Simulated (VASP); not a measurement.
A run of VASP 6.6.1 is set up as follows.

The input INCAR:

```
  ALGO = Fast
  EDIFF = 1E-6
  EDIFFG = -0.005
  ENCUT = 600
  GGA = PS
  IBRION = 2
  ISIF = 3
  ISMEAR = 0
  LASPH = T
  LCHARG = F
  LREAL = F
  LWAVE = F
  NELM = 120
  NSW = 40
  PREC = Accurate
  SIGMA = 0.02
```

Contents of KPOINTS:

```
k-points
0
Gamma
  10 10 10
```

File POSCAR:

```
GaP
1.0
    0.0000000000      2.7200000000      2.7200000000
    2.7200000000      0.0000000000      2.7200000000
    2.7200000000      2.7200000000      0.0000000000
Ga P
1 1
Direct
    0.0000000000      0.0000000000      0.0000000000
    0.2500000000      0.2500000000      0.2500000000
```

Potentials or basis: VASP PAW PBE potentials, release 64 (Ga_d, P).

Run with:

```sh
$ cat potpaw_PBE.64/Ga_d/POTCAR potpaw_PBE.64/P/POTCAR > POTCAR
$ mpirun -np 1 vasp_std > vasp.out
```

What does it give for the band gap on the k mesh?

1.47 eV, indirect (least direct gap 1.81 eV).

Estimate the relaxed cell.

a = 3.845 Å, b = 3.845 Å, c = 3.845 Å, α = 60.00°, β = 60.00°, γ = 60.00°.

Final structure:
```
Ga P
1.0
     0.00000    2.71853    2.71853
     2.71853    0.00000    2.71853
     2.71853    2.71853    0.00000
Ga P
1 1
Direct
  0.00000 0.00000 0.00000
  0.25000 0.25000 0.25000
```

 A k mesh can miss the band edges.
